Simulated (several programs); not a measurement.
# Si (lonsdaleite) from semi-empirical methods to plane-wave DFT

Si built on the lonsdaleite prototype, relaxed with r2SCAN in Ansatz, was computed with several methods. Space group P6_3/mmc (No. 194), hexagonal; a = 3.832 Å, c = 6.341 Å in the conventional setting, 20.16 Å³ an atom. Si has 4 Si at 2.35–2.37 Å. The values are computed, spin-unpolarised, and not measurements.

```cif
data_structure
_symmetry_space_group_name_H-M 'P 1'
_symmetry_Int_Tables_number 1
_cell_length_a 3.8321
_cell_length_b 3.8321
_cell_length_c 6.3412
_cell_angle_alpha 90.000
_cell_angle_beta 90.000
_cell_angle_gamma 120.000
_cell_volume 80.65
loop_
_atom_site_label
_atom_site_type_symbol
_atom_site_fract_x
_atom_site_fract_y
_atom_site_fract_z
_atom_site_occupancy
Si1 Si 0.33333 0.66667 0.00056 1
Si2 Si 0.66667 0.33333 0.50056 1
Si3 Si 0.33333 0.66667 0.37444 1
Si4 Si 0.66667 0.33333 0.87444 1
```

Gaps and times are for a single point on this cell; volume and bulk modulus come from each method's own relaxation or energy curve at fixed shape, which is too stiff where a cell has free coordinates or axes. Times are rough, from shared hosts (AMD EPYC 9R45 96-Core Processor; Intel Xeon 6975P-C), and each method has its own mesh and cell size. A double dagger marks a value from a curve with shape and coordinates held. A star marks a curve whose lowest point is an end point. PM6 (MOPAC), PM7 (MOPAC), GFN1-xTB (tblite), GFN2-xTB (tblite) treat a cluster of cells at its zone centre, which samples few k points: where these miss a band edge, the gap comes out too large for that reason alone. Gaps from k meshes are read at a limited set of points (mesh, symmetry points, PBE's band edges), so each method's own least gap may be somewhat smaller. Force fields have no electrons; where one was fitted to this phase, its volume and modulus reflect the fit. xTB and the PM methods were fitted mostly to molecules, and can miss a solid's gap by electronvolts. Minimal bases can be far off for gaps. Times of the plane-wave ladder aren't listed, since it ran on unlike processors and cards. GLLB-SC's gap includes the derivative discontinuity. G0W0 is at finite bands, cutoff and mesh. d marks a direct gap, i an indirect one (no mark: not told apart), a dash a value that wasn't computed or didn't pass its checks.

```tsv
method	kind	gap (eV)	own volume (Å³/atom)	bulk modulus (GPa)	atoms computed	processor time
PBEsol	semilocal	–	20.03	–	4	–
Si.tersoff (LAMMPS)	force field	–	20.03	98‡	4	0.12 s
SiC_Erhart-Albe.tersoff (LAMMPS)	force field	–	20.00	99‡	4	0.12 s
Si.sw (LAMMPS)	force field	–	20.02	101‡	4	0.13 s
Si.edip (LAMMPS)	force field	–	20.02	–	4	0.14 s
light PBE (260 eV and a coarse mesh)	light plane-wave	0.40 i	20.48‡	88‡	4	0.51 s
non-self-consistent DFTB (CP2K)	tight binding	2.67 d	–	–	4	1 s
LDA	semilocal	0.32 i	19.68	–	4	–
PBE	semilocal	0.43 i	20.44	89‡	4	–
r2SCAN	semilocal	0.61 i	20.16	97‡	4	–
GFN1-xTB (tblite)	tight binding	0.19	22.27*‡	90*‡	cluster	4.8 s
PBE/SZV (CP2K)	small basis	2.63 i	21.34‡	88‡	4	5.7 s
GFN2-xTB (tblite)	tight binding	1.62	19.68‡	119‡	cluster	5.7 s
PM7 (MOPAC)	semi-empirical	6.50	18.29*‡	184*‡	cluster	12 s
PBE/DZVP (CP2K)	small basis	0.48 i	20.41‡	89‡	4	14 s
PBE/single zeta (GPAW)	small basis	1.53 d	–	–	4	15 s
GLLB-SC (GPAW)	model potential	0.82	–	–	4	17 s
LC-ωPBE	hybrid	5.13 i	–	–	4	–
PM6 (MOPAC)	semi-empirical	3.57	–	–	cluster	78 s
PBE0	hybrid	1.63 i	–	–	4	–
HSE06	hybrid	0.97 i	20.12	–	4	–
r2SCANh	hybrid	1.04 i	–	–	4	–
DDH-PBE0	hybrid	0.78 i	–	–	4	–
G0W0@LDA (140 eV screening cutoff)	many-body	0.85	–	–	4	–
G0W0@r2SCAN (140 eV screening cutoff)	many-body	1.01	–	–	4	–
G0W0@PBE (220 eV screening cutoff)	many-body	0.94	–	–	4	–
```

Against HSE06 (0.97 eV) and with closed or daggered gaps left aside, the nearest gap at the points sampled is that of G0W0@PBE (220 eV screening cutoff) (-0.03 eV) and the farthest that of PM7 (MOPAC) (+5.53 eV). HSE06 is only a yardstick of convenience, and nearness to it can be luck.

Volumes against r2SCAN's: PBEsol -0.7 %, Si.tersoff (LAMMPS) -0.7 %, SiC_Erhart-Albe.tersoff (LAMMPS) -0.8 %, Si.sw (LAMMPS) -0.7 %, Si.edip (LAMMPS) -0.7 %, LDA -2.4 %, PBE +1.4 %, HSE06 -0.2 %.
